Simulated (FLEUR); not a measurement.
# BAs (F-43m) in FLEUR: a series of runs

One crystal, BAs, is run at these levels: LDA; tasks: equation of state.

Program: FLEUR MaX-R8.1 (later development tree). These are calculated values, not measurements. Logs are shortened: lines on timing, memory, paths and dates and some standing lists are left out, and cuts for length are marked.

**Measured values to compare with.**

From “Basic Physical Properties of Cubic Boron Arsenide”, 2019, arxiv:1911.11281, for a bulk crystal of BAs: bulk modulus 148 GPa.

The runs below are set against these values where they give the same quantity.

**1. The structure**

Symmetry: F-43m, No. 216, cubic system. Conventional cell: a = 4.777 Å, b = 4.777 Å, c = 4.777 Å, α = 90.00°, β = 90.00°, γ = 90.00°. As (site symmetry -43m) has 4 B at 2.07 Å as nearest neighbours. Around B (site symmetry -43m) lie 4 As at 2.07 Å.

**2. Equation of state, LDA, 12.81 Å³/atom (volume scaled by 0.94)**

Contents of inp.xml:

```xml
<?xml version="1.0" encoding="UTF-8" standalone="no"?>
<fleurInput fleurInputVersion="0.39">
   <comment>
      BAs                                                                                                 
   </comment>
   <calculationSetup>
      <cutoffs Kmax="4.92" Gmax="15.3" GmaxXC="15.3" numbands="0"/>
      <scfLoop itmax="60" minDistance="0.00001" maxIterBroyd="15" imix="Anderson" alpha="0.05" precondParam="0.0" spinf="2.0" sdNocoIR="T"/>
      <coreElectrons ctail="T" frcor="F" kcrel="0" coretail_lmax="0"/>
      <xcFunctional name="vwn" relativisticCorrections="F"/>
      <magnetism jspins="1"/>
      <soc l_soc="F" theta="0.0" phi="0.0" spav="F"/>
      <expertModes spex="0" secvar="F"/>
      <geometryOptimization l_f="F" forcealpha="1.0" forcemix="BFGS" epsdisp="0.00001" epsforce="0.00001"/>
      <ldaU l_linMix="F" mixParam="0.05" spinf="1.0"/>
   </calculationSetup>
   <cell>
      <bzIntegration valenceElectrons="24.0" mode="hist" fermiSmearingEnergy="0.00183747">
         <kPointListSelection listName="default-1"/>
         <!-- k-points included here -->
         <xi:include xmlns:xi="http://www.w3.org/2001/XInclude" href="kpts.xml"> </xi:include>
      </bzIntegration>
      <!-- symmetry operations included here -->
      <xi:include xmlns:xi="http://www.w3.org/2001/XInclude" href="sym.xml"> </xi:include>
      <bulkLattice scale="0.9795861087">
         <bravaisMatrix>
            <row-1>    0.0000000000000000     4.5136108486071000     4.5136108486071000</row-1>
            <row-2>    4.5136108486071000     0.0000000000000000     4.5136108486071000</row-2>
            <row-3>    4.5136108486071000     4.5136108486071000     0.0000000000000000</row-3>
         </bravaisMatrix>
      </bulkLattice>
   </cell>
   <atomSpecies>
      <species name="Arsenic (As)" element="As" atomicNumber="33">
         <mtSphere radius="1.99" gridPoints="677" logIncrement="0.018"/>
         <atomicCutoffs lmax="8" lnonsphr="8"/>
         <electronConfig flipSpins="F">
            <coreConfig>(1s1/2) (2s1/2) (2p1/2) (2p3/2) (3s1/2)</coreConfig>
            <valenceConfig>(3p1/2) (3p3/2) (4s1/2) (3d3/2) (3d5/2) (4p1/2) (4p3/2)</valenceConfig>
            <stateOccupation state="(4p1/2)" spinUp="0.500000" spinDown="0.500000"/>
            <stateOccupation state="(4p3/2)" spinUp="1.000000" spinDown="1.000000"/>
         </electronConfig>
         <energyParameters s="4" p="4" d="3" f="4"/>
         <lo type="SCLO" l="1" n="3" eDeriv="0"/>
         <lo type="SCLO" l="1" n="3" eDeriv="1"/>
         <lo type="HELO" l="2" n="4" eDeriv="0"/>
         <lo type="HELO" l="2" n="4" eDeriv="1"/>
         <lo type="SCLO" l="0" n="4" eDeriv="2"/>
         <lo type="SCLO" l="3" n="4" eDeriv="2"/>
      </species>
      <species name="Boron (B)" element="B" atomicNumber="5">
         <mtSphere radius="1.52" gridPoints="519" logIncrement="0.02"/>
         <atomicCutoffs lmax="8" lnonsphr="8"/>
         <electronConfig flipSpins="F">
            <coreConfig>(1s1/2)</coreConfig>
            <valenceConfig>(2s1/2) (2p1/2) (2p3/2)</valenceConfig>
            <stateOccupation state="(2p1/2)" spinUp="0.166667" spinDown="0.166667"/>
            <stateOccupation state="(2p3/2)" spinUp="0.333333" spinDown="0.333333"/>
         </electronConfig>
         <energyParameters s="2" p="2" d="3" f="4"/>
         <lo type="SCLO" l="0" n="2" eDeriv="2"/>
         <lo type="SCLO" l="1" n="2" eDeriv="2"/>
         <lo type="SCLO" l="2" n="3" eDeriv="2"/>
      </species>
   </atomSpecies>
   <atomGroups>
      <atomGroup species="Arsenic (As)">
         <relPos label="                   1">-1.000/4.000 -1.000/4.000 -1.000/4.000</relPos>
         <force calculate="T" relaxXYZ="TTT"/>
      </atomGroup>
      <atomGroup species="Boron (B)">
         <relPos label="                   2">.0000000000 .0000000000 .0000000000</relPos>
         <force calculate="T" relaxXYZ="TTT"/>
      </atomGroup>
   </atomGroups>
   <output dos="F" band="F" slice="F">
      <checks vchk="F" cdinf="F"/>
      <bandDOS minEnergy="-.5*Htr" maxEnergy="0.5*Htr" sigma="0.015" storeEVData="T"/>
      <vacuumDOS vacdos="F" integ="F" star="F" nstars="0" locx1="0.0" locy1="0.0" locx2="0.0" locy2="0.0" nstm="0" tworkf="0.0"/>
      <unfoldingBand unfoldBand="F" supercellX="1" supercellY="1" supercellZ="1"/>
      <plotting iplot="0" polar="F">
         <plot TwoD="T" vec1="  1.0  0.0  0.0" vec2="  0.0  1.0  0.0" vec3="  0.0  0.0  1.0" zero="  0.0  0.0  0.0" file="plot"/>
      </plotting>
      <chargeDensitySlicing numkpt="0" minEigenval="0.0" maxEigenval="0.0" nnne="0" pallst="F"/>
      <specialOutput eonly="F"/>
      <moessbauerParams electricFieldGradient="T" isomerShift="T" coreHyperfine="T" valenceHyperfine="T"/>
      <magneticCircularDichroism mcd="F" energyLo="-10.0" energyUp="0.0"/>
   </output>
  <!-- We include the file relax.xml here to enable relaxations (see documentation) -->
  <xi:include xmlns:xi="http://www.w3.org/2001/XInclude" href="relax.xml"> <xi:fallback/> </xi:include>
</fleurInput>
```

Potentials or basis: all-electron, FLAPW.

On the command line:

```
inpgen -f crystal.txt -profile fastHighL
# inp.xml edited to the form shown
fleur_MPI
```

The log of the run:

```text
Welcome to FLEUR        (www.flapw.de)
      MaX-Release 8.1          (www.max-centre.eu)

 ========== k-point set info ==========
 Selected k-point list: default-1
 k-point list type: mesh
 10 x 10 x 10
 Number of k points: 47

 ------------Calculation Setup---------------------------
 Number of MPI-tasks      :            1
 Number of PE/node        :            1
 Number of OMP-threads    :            1
 Most efficient MPI parallelization for:
           1          47
 Additional eigenvalue parallelization possible
 Number of basis functions:          444
 Approximate size of matrices (H+S) per k-point:         0.006 GB
 --------------------------------------------------------
 Iteration:     1   Distance:      15.14635425 me/bohr^3
 Iteration:     2   Distance:      13.80995751 me/bohr^3
 Iteration:     3   Distance:       5.89431758 me/bohr^3
 Iteration:     4   Distance:       2.39854577 me/bohr^3
 Iteration:     5   Distance:       1.66816576 me/bohr^3
 Iteration:     6   Distance:       0.26757899 me/bohr^3
 Iteration:     7   Distance:       0.27304320 me/bohr^3
 Iteration:     8   Distance:       0.03617154 me/bohr^3
 Iteration:     9   Distance:       0.03812072 me/bohr^3
 Iteration:    10   Distance:       0.00247509 me/bohr^3
 Iteration:    11   Distance:       0.00078392 me/bohr^3
 Iteration:    12   Distance:       0.00013763 me/bohr^3
 Iteration:    13   Distance:       0.00000814 me/bohr^3

 ********************************************************************
 Run finished successfully
 Stop message:
   all done
 ********************************************************************
```

out.xml (last iteration):

```text
<iteration numberForCurrentRun="   13" overallNumber="   13">
         <energyParameters units="Htr">
            <atomicEP atomType="1" spin="1" branch="4s" branchLowest="-6.44" branchHighest="1.23" value="-0.1968010607"/>
            <atomicEP atomType="1" spin="1" branch="4p" branchLowest="-4.37" branchHighest="2.01" value="0.0288246494"/>
            <atomicEP atomType="1" spin="1" branch="3d" branchLowest="-9.99" branchHighest="-0.95" value="-0.9727041150"/>
            <atomicEP atomType="1" spin="1" branch="4f" branchLowest="-9.99" branchHighest="4.12" value="0.3887677334"/>
            <loAtomicEP atomType="1" spin="1" branch="3p" branchLowest="-47.34" branchHighest="-4.37" value="-4.3815177801"/>
            <loAtomicEP atomType="1" spin="1" branch="3p" branchLowest="-47.34" branchHighest="-4.37" value="-4.3815177801"/>
            <heloAtomicEP atomType="1" spin="1" branch="4d" branchLowest="2.37" branchHighest="2.37" value="2.3747612877"/>
            <heloAtomicEP atomType="1" spin="1" branch="4d" branchLowest="2.37" branchHighest="2.37" value="2.3747612877"/>
            <loAtomicEP atomType="1" spin="1" branch="4s" branchLowest="-6.44" branchHighest="1.23" value="-0.1968010607"/>
            <loAtomicEP atomType="1" spin="1" branch="4f" branchLowest="-9.99" branchHighest="4.12" value="0.3887705750"/>
            <atomicEP atomType="2" spin="1" branch="2s" branchLowest="-5.95" branchHighest="2.57" value="-0.1205462288"/>
            <atomicEP atomType="2" spin="1" branch="2p" branchLowest="-9.99" branchHighest="2.06" value="0.0405670918"/>
            <atomicEP atomType="2" spin="1" branch="3d" branchLowest="-9.99" branchHighest="5.61" value="0.2451678281"/>
            <atomicEP atomType="2" spin="1" branch="4f" branchLowest="-9.99" branchHighest="9.28" value="0.4052291648"/>
            <loAtomicEP atomType="2" spin="1" branch="2s" branchLowest="-5.95" branchHighest="2.57" value="-0.1205462288"/>
            <loAtomicEP atomType="2" spin="1" branch="2p" branchLowest="-9.99" branchHighest="2.06" value="0.0405585627"/>
            <loAtomicEP atomType="2" spin="1" branch="3d" branchLowest="-9.99" branchHighest="5.61" value="0.2451691935"/>
         </energyParameters>
         <eigenvalues>
            <eigenvaluesAt spin="1" ikpt="1" k_x="0.00000000" k_y="0.00000000" k_z="0.00000000">
                      -4.3788984714       -4.3788984714       -4.3788984714       -0.9832665143       -0.9832665143
                      -0.9832665143       -0.9821962165       -0.9821962165       -0.2471579083        0.3394580560
                       0.3394580560        0.3394580560        0.4620938755        0.4620938755        0.4620938755
                       0.5398033552        0.6955525553        0.8356210704        0.8356210704
            </eigenvaluesAt>
            <eigenvaluesAt spin="1" ikpt="2" k_x="0.00000000" k_y="0.00000000" k_z="0.10000000">
                      -4.3788990813       -4.3788988334       -4.3788988334       -0.9832576446       -0.9832353609
                      -0.9832353609       -0.9821938831       -0.9821938831       -0.2408048881        0.2869197845
                       0.3276050338        0.3276050338        0.4712388371        0.4776327278        0.4776327278
                       0.5673575964        0.7207612173        0.7885766634        0.7885766634
            </eigenvaluesAt>
            <eigenvaluesAt spin="1" ikpt="3" k_x="0.00000000" k_y="0.00000000" k_z="0.20000000">
                      -4.3788994955       -4.3788988561       -4.3788988561       -0.9832157902       -0.9831496265
                      -0.9831496265       -0.9821783122       -0.9821783122       -0.2220328868        0.1965623985
                       0.3052630364        0.3052630364        0.4673808778        0.5051483157        0.5051483157
                       0.6200051502        0.7586886702        0.7597740900        0.7597740900
            </eigenvaluesAt>
            <eigenvaluesAt spin="1" ikpt="4" k_x="0.00000000" k_y="0.00000000" k_z="0.30000000">
                      -4.3789010121       -4.3788994086       -4.3788994086       -0.9831674858       -0.9830657043
                      -0.9830657043       -0.9821509015       -0.9821509015       -0.1921171225        0.1083301307
                       0.2856517849        0.2856517849        0.4592761385        0.5195365905        0.5195365905
                       0.6580944410        0.7651792138        0.7778795008        0.7778795008
            </eigenvaluesAt>
         </eigenvalues>
         <bandgap value="1.0771209135" units="eV"/>
         <sumValenceSingleParticleEnergies value="-35.3908921624" units="Htr"/>
         <FermiEnergy value="0.3394580560" units="Htr"/>
         <valenceDensity>
            <mtCharges spin="1">
               <mtCharge atomType="1" total="18.4807983" s="1.0351565" p="7.4245223" d="10.0102100" f="0.0088839"/>
               <mtCharge atomType="2" total="1.3686888" s="0.4596047" p="0.8887244" d="0.0184905" f="0.0015468"/>
            </mtCharges>
            <spinDependentCharge spin="1" total="24.0000000" interstitial="4.1505129" mtSpheres="19.8494871"/>
            <totalCharge value="24.0000000000"/>
         </valenceDensity>
         <coreStates atomType="     1" atomicNumber=" 33" spin="1" kinEnergy="   1991.7102575347" eigValSum="  -1263.5566167309" lostElectrons=" 0.000133">
            <state n="1" l="0" j="0.5" energy="-429.2743224741" weight="1.0000000000"/>
            <state n="2" l="0" j="0.5" energy="-54.0058078379" weight="1.0000000000"/>
            <state n="2" l="1" j="0.5" energy="-48.2467435125" weight="1.0000000000"/>
            <state n="2" l="1" j="1.5" energy="-46.9057456558" weight="2.0000000000"/>
            <state n="3" l="0" j="0.5" energy="-6.4399432292" weight="1.0000000000"/>
         </coreStates>
         <coreStates atomType="     2" atomicNumber="  5" spin="1" kinEnergy="     21.3277903099" eigValSum="    -11.9201050026" lostElectrons=" 0.000511">
            <state n="1" l="0" j="0.5" energy="-5.9600525013" weight="1.0000000000"/>
         </coreStates>
         <allElectronCharges>
            <spinDependentCharge spin="1" total="38.0000000" interstitial="4.1511526" mtSpheres="33.8488474"/>
            <totalCharge value="37.9999999947"/>
         </allElectronCharges>
         <moessbauerParams unitsHFF="kG" unitsIS="e/bohr^3" unitsEFG="Htr/bohr^2">
            <coreIsomerShift atomType="1" isTotal="35582.53303">
               <shell n="1" l="0" isomerShift="31817.34928"/>
               <shell n="2" l="0" isomerShift="3230.54634"/>
               <shell n="2" l="1" isomerShift="30.46243"/>
               <shell n="3" l="0" isomerShift="504.17497"/>
            </coreIsomerShift>
            <coreIsomerShift atomType="2" isTotal="68.45206">
               <shell n="1" l="0" isomerShift="68.45206"/>
            </coreIsomerShift>
            <isomerShift atomType="1" nucleusRadius="0.0000996" averageDensity="35622.26620"/>
            <isomerShift atomType="2" nucleusRadius="0.0000522" averageDensity="70.52761"/>
            <electricFieldGradient atomType="1" VXX="0.00000" VYY="0.00000" VZZ="0.00000" asymParam="0.00000">
            </electricFieldGradient>
            <electricFieldGradient atomType="2" VXX="0.00000" VYY="0.00000" VZZ="0.00000" asymParam="0.00000">
            </electricFieldGradient>
         </moessbauerParams>
         <totalEnergy                                    value="    -2282.6982696187" units="Htr">
            <sumOfEigenvalues                            value="    -1310.8676138959">
               <coreElectrons value="-1275.4767217335"/>
               <valenceElectrons value="-35.3908921624"/>
            </sumOfEigenvalues>
            <densityCoulombPotentialIntegral value="-3530.7152747470"/>
            <densityEffectivePotentialIntegral value="-3642.8670437267"/>
            <chargeDenXCDenIntegral value="-84.6954803687"/>
            <FockExchangeEnergyValence value="0.0000000000"/>
            <FockExchangeEnergyCore value="0.0000000000"/>
            <atomTypeDependentContributions atomType="1">
               <electronNucleiInteractionDifferentMTs value="2712.4537625877"/>
               <MadelungTerm value="-22.5355060222"/>
            </atomTypeDependentContributions>
            <atomTypeDependentContributions atomType="2">
               <electronNucleiInteractionDifferentMTs value="26.7895223951"/>
               <MadelungTerm value="-2.8657907022"/>
            </atomTypeDependentContributions>
            <tkbTimesEntropy value="0.0000000000"/>
            <freeEnergy value="-2282.6982696187"/>
            <extrapolationTo0K value="-2282.6982696187"/>
         </totalEnergy>
         <densityConvergence units="me/bohr^3">
            <chargeDensity spin="1" distance="0.0000081372"/>
         </densityConvergence>
      </iteration>
```

Wall time 52 s (1 thread of Arm Neoverse V2, shared host); peak memory 0.06 GiB.

What came out:

```yaml
Free_energy: -62115.3843 eV
Band_gap_on_the_k_mesh: 1.08 eV, indirect (least direct gap 3.34 eV)
Valence_electrons_inside_the_program's_atomic_spheres: As 18.48; B 1.37 (radii As 1.99, B 1.52 bohr)
```

**3. Equation of state, LDA, 13.08 Å³/atom (volume scaled by 0.96)**

Edit inp.xml of step 2 so:

```diff
@@ -24,3 +24,3 @@
       <xi:include xmlns:xi="http://www.w3.org/2001/XInclude" href="sym.xml"> </xi:include>
-      <bulkLattice scale="0.9795861087">
+      <bulkLattice scale="0.9864848297">
          <bravaisMatrix>
```

Potentials or basis: all-electron, FLAPW.

On the command line:

```
inpgen -f crystal.txt -profile fastHighL
# inp.xml edited to the form shown
fleur_MPI
```

Wall time 56 s (1 thread of Arm Neoverse V2, shared host); peak memory 0.06 GiB.

It converged, with:

- Free energy: -62115.3961 eV
- Band gap on the k mesh: 1.10 eV, indirect (least direct gap 3.31 eV)
- Valence electrons inside the program's atomic spheres: As 18.46; B 1.35 (radii As 1.99, B 1.52 bohr)

**4. Equation of state, LDA, 13.63 Å³/atom**

Edit inp.xml of step 3 so:

```diff
@@ -24,3 +24,3 @@
       <xi:include xmlns:xi="http://www.w3.org/2001/XInclude" href="sym.xml"> </xi:include>
-      <bulkLattice scale="0.9864848297">
+      <bulkLattice scale="1.0000000000">
          <bravaisMatrix>
```

On the command line:

```
inpgen -f crystal.txt -profile fastHighL
# inp.xml edited to the form shown
fleur_MPI
```

Wall time 62 s (1 thread of Arm Neoverse V2, shared host); peak memory 0.06 GiB.

It converged, with:

```yaml
Free_energy: -62115.3877 eV
Band_gap_on_the_k_mesh: 1.13 eV, indirect (least direct gap 3.26 eV)
Valence_electrons_inside_the_program's_atomic_spheres: As 18.43; B 1.31 (radii As 1.99, B 1.52 bohr)
```

**5. Equation of state, LDA, 14.17 Å³/atom (volume scaled by 1.04)**

Edit inp.xml of step 4 so:

```diff
@@ -24,3 +24,3 @@
       <xi:include xmlns:xi="http://www.w3.org/2001/XInclude" href="sym.xml"> </xi:include>
-      <bulkLattice scale="1.0000000000">
+      <bulkLattice scale="1.0131594038">
          <bravaisMatrix>
```

On the command line:

```
inpgen -f crystal.txt -profile fastHighL
# inp.xml edited to the form shown
fleur_MPI
```

Run time: 66 s. Hardware: 1 thread of Arm Neoverse V2, shared host; peak memory 0.06 GiB.

The run converged. Its results:

```
Free energy                                           : -62115.3436 eV
Band gap on the k mesh                                : 1.17 eV, indirect (least direct gap 3.21 eV)
Valence electrons inside the program's atomic spheres : As 18.40; B 1.28 (radii As 1.99, B 1.52 bohr)
```

**6. Equation of state, LDA, 14.44 Å³/atom (volume scaled by 1.06)**

Edit inp.xml of step 5 so:

```diff
@@ -24,3 +24,3 @@
       <xi:include xmlns:xi="http://www.w3.org/2001/XInclude" href="sym.xml"> </xi:include>
-      <bulkLattice scale="1.0131594038">
+      <bulkLattice scale="1.0196128224">
          <bravaisMatrix>
```

Potentials or basis: all-electron, FLAPW.

On the command line:

```
inpgen -f crystal.txt -profile fastHighL
# inp.xml edited to the form shown
fleur_MPI
```

Wall time 66 s (1 thread of Arm Neoverse V2, shared host); peak memory 0.05 GiB.

Results (log left out):

- Free energy: -62115.3104 eV
- Band gap on the k mesh: 1.18 eV, indirect (least direct gap 3.18 eV)
- Valence electrons inside the program's atomic spheres: As 18.39; B 1.27 (radii As 1.99, B 1.52 bohr)

**7. Equation of state, LDA**

This step only gathers the single runs of the series.

What came out:

```
Equilibrium volume                      : 13.24 Å³/atom
Bulk modulus                            : 148 GPa
Pressure derivative of the bulk modulus : 4.1 (rough: it moves with the points fitted)
```

Energy against volume, from the lowest point:
| volume (Å³/atom) | energy (meV/atom) |
| --- | --- |
| 12.809 | 5.88 |
| 13.081 | 0.00 |
| 13.626 | 4.20 |
| 14.171 | 26.21 |
| 14.444 | 42.83 |

LDA usually gives volumes a few per cent too small.

**8. How close it comes**

Step 7. Measured bulk modulus of BAs: 148 GPa (quoted in “Basic Physical Properties of Cubic Boron Arsenide”, 2019, arxiv:1911.11281). This calculation gives 148 GPa (-0.3 %). The fit is for a static lattice scaled at fixed shape and fixed fractional positions.
